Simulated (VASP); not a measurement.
Crystal: CdS (Greenockite).

```xyz
4
Lattice="4.1500 0.0000 0.0000 -2.0750 3.5940 0.0000 0.0000 0.0000 6.7370" Properties=species:S:1:pos:R:3 pbc="T T T"
Cd    2.0750    1.1980    3.3685
Cd    0.0000    2.3960    0.0000
S     2.0750    1.1980    5.8949
S     0.0000    2.3960    2.5264
```

* Program: VASP 6.6.1
* Task: relaxation of cell and atoms
* Functional: vdW-DF
* Potentials or basis: VASP PAW PBE potentials, release 64 (Cd, S)
* Cutoff: 600 eV
* k mesh: 7 × 7 × 4
* Occupations: fermi-dirac, width 0.05 eV
* Spin: no spin polarisation

At the start: pressure 5.2 GPa; volume 25.12 Å³/atom.

Question: How do energy, volume and symmetry change on relaxing?

Answer: Over 5 steps the energy falls by 35.3 meV/atom and the volume is 27.46 Å³/atom (+9.3 %); space group P6_3mc (No. 186, to 0.05 Å).

Step by step:
```csv
step,energy change (eV),largest force (eV/Å),pressure (GPa),volume (Å³)
1,0.0000,0.0667,5.20,100.48
2,-0.1300,0.0062,-1.18,112.81
3,-0.1411,0.0033,0.02,109.83
4,-0.1411,0.0026,-0.06,110.02
5,-0.1411,0.0001,0.01,109.86
```

Final structure:
```
CELL_PARAMETERS angstrom
4.26799 0.00000 0.00000
-2.13399 3.69618 0.00000
0.00000 0.00000 6.96384
ATOMIC_POSITIONS crystal
Cd 0.66667 0.33333 0.49961
Cd 0.33333 0.66667 0.99961
S 0.66667 0.33333 0.87539
S 0.33333 0.66667 0.37539
```

Caveat: the PAW data sets were made with another functional, which shifts forces and pressure a little.
